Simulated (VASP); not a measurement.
A run of VASP 6.6.1 is set up as follows.

Contents of INCAR:

```
SYSTEM = HfN
PREC = Accurate
ENCUT = 520
EDIFF = 1E-7
ISMEAR = -1
SIGMA = 0.1
LREAL = .FALSE.
LASPH = .TRUE.
NELM = 60
ALGO = Normal
ISIF = 2
LWAVE = .FALSE.
LCHARG = .FALSE.
GGA = PE
IVDW = 13
NBANDS = 14
```

KPOINTS

```
Automatic mesh
0
G
  10 10 10
  0 0 0
```

The input POSCAR:

```
HfN
1.0
   -0.0000034629      2.2610314006      2.2610317808
    2.2610256494     -0.0000008576      2.2610291755
    2.2610252647      2.2610284106     -0.0000004728
Hf N
1 1
Direct
   -0.0298654506      0.0140797752      0.0228858138
    0.4701334506      0.5140792248      0.5228851862
```

Potentials or basis: VASP PAW PBE potentials, release 64 (Hf_pv, N).

The run is started by

```bash
$ cat potpaw_PBE.64/Hf_pv/POTCAR potpaw_PBE.64/N/POTCAR > POTCAR
$ mpirun -np 1 vasp_std > vasp.out
```

Problem. Estimate the pressure.

Solution. -2.4 GPa.

Problem. Predict the dispersion energy per atom.

Solution. -0.281 eV.

Caveat: pairwise dispersion overbinds metals, which lowers pressure and volume. Spin-orbit coupling is left out, which matters for the levels of Hf.
